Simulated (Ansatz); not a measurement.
# WC: the cost of one run

Program: Ansatz 0.2.0. Level of theory: DFT PBE, scalar-relativistic. These are calculated values, not measurements.

3 further runs of the same task are left out: 3 that didn't finish.

### 1 The structure to begin with

It takes space group P-6m2 (No. 187, hexagonal). The conventional cell has a = 2.901 Å, b = 2.901 Å, c = 2.829 Å, α = 90.00°, β = 90.00°, γ = 120.00°. W (site symmetry -6m2) is surrounded by 6 C at 2.19 Å. C (site symmetry -6m2) has 6 W at 2.19 Å as nearest neighbours.

As a file:

```cif
data_structure
_symmetry_space_group_name_H-M 'P-6m2'
_symmetry_Int_Tables_number 187
_cell_length_a 2.9005
_cell_length_b 2.9005
_cell_length_c 2.8290
_cell_angle_alpha 90.000
_cell_angle_beta 90.000
_cell_angle_gamma 120.000
_cell_volume 20.61
loop_
_atom_site_label
_atom_site_type_symbol
_atom_site_symmetry_multiplicity
_atom_site_Wyckoff_symbol
_atom_site_fract_x
_atom_site_fract_y
_atom_site_fract_z
_atom_site_occupancy
W1 W 1 a 0.00000 0.00000 0.00000 1
C1 C 1 f 0.66667 0.33333 0.50000 1
```

The file gives the conventional cell by its symmetry; the runs use the cell typed in the input.

Atoms are numbered in the order of the input: W1, C2.

### 2 The deformed structure

Space group P-6m2 before, P1 after.

### 3 Full-potential LAPW

File input.yaml:

```yaml
crystal:
  lattice:
    - [2.900501436, 0.0435075215, 0.0435075215]
    - [-1.4125720991, 2.4901541665, 0.0159248581]
    - [0.042435, 0.042435, 2.829]
  atoms:
    - { symbol: W, position: [0.0, 0.0, 0.0] }
    - { symbol: C, position: [0.6666666667, 0.3333333333, 0.5] }
kpoints:
  mp_grid: { grid: [13, 13, 12] }
  band_path:
    path:
      - [0.0, 0.0, 0.0]
      - [0.0, -0.5, 0.0]
      - [0.0, 0.0, 0.5]
      - [0.0, 0.0, 0.0]
      - [-0.5, 0.0, 0.0]
      - [-0.5, 0.5, -0.5]
      - [0.0, 0.0, 0.0]
      - [-0.5, 0.0, -0.5]
      - [-0.5, 0.5, 0.0]
    npoints: 5
scf:
  occupations: { method: fermi_dirac, width: 0.05 }
hamiltonian:
  xc: pbe
  pseudopotentials: { kind: all_electron, lapw: { basis_error: 0.001 } }
output:
  forces: true
  stress: true
  eigenvalues: true
```

Started as:

```bash
$ ansatz run input.yaml --threads 1 --pin off --max-ram 3072MiB --backend cpu --events-out ev --progress --plain --runs-dir out
```

**Question.** How long does this run take on 1 thread of Intel Xeon 6975P-C (Granite Rapids), shared host, and how much memory does it need?

About 3.1 min, with a peak of 1.9 GiB.
